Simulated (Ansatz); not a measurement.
# VH2: compression at zero temperature

An exercise on one series of results from a longer session: the logs are not shown, and one member is left open.

Method: DFT r2SCAN, scalar-relativistic, plane waves, PAW, in Ansatz 0.2.0.

1 further run of the same task is left out (set aside as unsound or not needed).

**The system as given**

The structure is cubic, space group Fm-3m (No. 225). Conventional cell: a = 4.188 Å, b = 4.188 Å, c = 4.188 Å, α = 90.00°, β = 90.00°, γ = 90.00°. V (site symmetry m-3m) is surrounded by 8 H at 1.81 Å. H (site symmetry -43m) is surrounded by 4 V at 1.81 Å.

Structure file:

```
CELL_PARAMETERS angstrom
0.00000 2.09375 2.09375
2.09375 0.00000 2.09375
2.09375 2.09375 0.00000
ATOMIC_POSITIONS crystal
V 0.00000 0.00000 0.00000
H 0.25000 0.25000 0.25000
H 0.75000 0.75000 0.75000
```

It is the result of an earlier relaxation at this level (volume 6.12 Å³/atom; gap on the mesh: none (metal)).

Set-up of the first run:

The input, input.yaml:

```yaml
crystal:
  lattice:
    - [0.0, 2.1136050552, 2.1136050552]
    - [2.1136050552, 0.0, 2.1136050552]
    - [2.1136050552, 2.1136050552, 0.0]
  atoms:
    - { symbol: V, position: [0.0, 0.0, 0.0] }
    - { symbol: H, position: [0.25, 0.25, 0.25] }
    - { symbol: H, position: [0.75, 0.75, 0.75] }
basis:
  ecutwfc: 500
kpoints:
  mp_grid: { grid: [16, 16, 16] }
hamiltonian:
  xc: r2scan
scf:
  occupations: { method: gaussian, width: 0.1 }
output:
  forces: true
  stress: true
  eigenvalues: true
relax:
  adjacent_minimum: "off"
  f_tol: 0.008
  max_steps: 50
  cell: { stress_tol: 0.08, p_target: -3.0 }
```

Launch:

```sh
> ansatz run input.yaml --threads 1 --pin off --max-ram 2560MiB --backend cpu --events-out ev --progress --plain --runs-dir out
```

Steps of the session up to this table: Relaxing at -3 GPa; 3 GPa; Relaxing at 8 GPa; Relaxing at 15 GPa; 30 GPa; Target pressure 60 GPa.

One of the session's tables, all rows but one given; the rest of the session is left out.

Lengths are those of the vectors of the cell that was run:

| P (GPa) | V (Å³/atom) | a (Å) | b (Å) | c (Å) | ΔH (eV/atom) |
| --- | --- | --- | --- | --- | --- |
| -3 | 6.22 | 2.977 | 2.977 | 2.977 | -0.116 |
| 0 | 6.12 | 2.961 | 2.961 | 2.961 | 0.000 |
| 3 | 6.02 | 2.946 | 2.946 | 2.946 | 0.114 |
| 8 | 5.88 | 2.922 | 2.922 | 2.922 | 0.299 |
| 15 | ? | ? | ? | ? | ? |
| 30 | 5.40 | 2.840 | 2.840 | 2.840 | 1.071 |
| 60 | 4.95 | 2.759 | 2.759 | 2.759 | 2.037 |

**Question.** Estimate the row for P (GPa) = 15.

Worked estimate for «V (Å³/atom)». A straight line through the neighbours (8, 5.88) and (30, 5.40) gives 5.88 + (5.40 − 5.88) × (15 − 8) / (30 − 8) = 5.73; a parabola fitted to 4 rows on both sides gives 5.72.

As computed: V (Å³/atom): 5.70; a (Å): 2.893; b (Å): 2.893; c (Å): 2.893; ΔH (eV/atom): 0.552. In «V (Å³/atom)» the line misses by +0.03 and the parabola by +0.02.

ΔH is E + PV over the energy at zero pressure; a, b and c are the vectors of the computed cell. 

Caveats from the session: Warnings in the runs' records: seeded moment not kept.
